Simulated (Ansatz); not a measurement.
## Moving the functional in Mg

```
CELL_PARAMETERS angstrom
3.20930 0.00000 0.00000
-1.60465 2.77934 0.00000
0.00000 0.00000 5.21030
ATOMIC_POSITIONS crystal
Mg 0.66667 0.33333 0.75000
Mg 0.33333 0.66667 0.25000
```

Kept alike: task band structure; k mesh 10 × 10 × 5; occupations fermi-dirac, width 0.05 eV; no spin polarisation. Program: Ansatz, all-electron LAPW, scalar-relativistic. The mesh is that of the run's cell of 2 atoms. No spin-orbit coupling.

| functional | pressure (GPa) |
| --- | --- |
| LDA | -2.37 |
| PBE | -0.39 |
| PBEsol | -1.06 |

Pressure is positive in compression. For a metal such a mesh leaves the last digits unconverged.

**Question.** What does the functional change here?

**Answer.** The pressure runs from -2.37 (LDA) to -0.39 GPa (PBE). From PBE: LDA -1.98; PBEsol -0.67.
